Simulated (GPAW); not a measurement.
Runs of GPAW 26.7.0 on SnO2 (Cassiterite). It takes space group P4_2/mnm (No. 136, tetragonal). The conventional cell has a = 4.738 Å, b = 4.738 Å, c = 3.187 Å, α = 90.00°, β = 90.00°, γ = 90.00°. Sn (site symmetry mmm) is surrounded by 6 O at 2.05 to 2.06 Å. O (site symmetry m2m) has 3 Sn at 2.05 to 2.06 Å as nearest neighbours. 

```tsv
task	level	potentials or basis	cell	k mesh	ranks	optimizer	fmax	max steps	target pressure	mesh quality	gap on the mesh (eV)	pressure (GPa)	V0 of scaled cells (Å³/atom)	B0 (GPa)	largest force (eV/Å)
equation of state	C09-vdW	GPAW PAW data sets (gpaw-data 1.2.1), pw	as given	4 × 4 × 5	-	-	-	-	-	coarse	-	-	(b)	198	-
equation of state	PBEsol	PAW data sets generated in the run's folder for this functional, pw	as given	6 × 6 × 8	4	-	-	-	-	not flagged	-	-	12.11	202	-
relaxation of cell and atoms	BP86+D3	PAW data sets generated in the run's folder for this functional, pw	relaxed to 20 GPa	4 × 4 × 5	-	LBFGS	0.02 eV/Å	40	20 GPa	coarse	(a)	20.3	-	-	0.02
relaxation of cell and atoms	OLYP+D4	PAW data sets generated in the run's folder for this functional, pw	relaxed to 2 GPa	4 × 4 × 5	-	FIRE	0.02 eV/Å	60	2 GPa	coarse	1.61	1.9	-	-	0.01
relaxation of cell and atoms	BLYP+D3(BJ)	PAW data sets generated in the run's folder for this functional, pw	relaxed	4 × 4 × 5	-	LBFGS	0.05 eV/Å	60	-	coarse	0.91	-0.2	-	-	0.03
```

Alike in all rows: no spin polarisation; cutoff (eV) 800; smearing fermi-dirac 0.05 eV.

Task: Fill in the values left out.

Result: (a) 1.98; (b) 12.22.

Caveats: some runs use coarse meshes; later steps reuse the first step's grids (some runs); spin-orbit coupling is left out, which moves the levels of the heavy elements (some runs); the cell was scaled at fixed shape and fractional positions, which overstates the stiffness of a crystal with free parameters, most of all of layers and chains (some runs); the PAW data sets were made with another functional, which shifts forces and pressure a little (some runs).

A k mesh can miss the band edges, and the runs leave out spin-orbit coupling on Sn.

Runs at the PBE level aren't shown here.
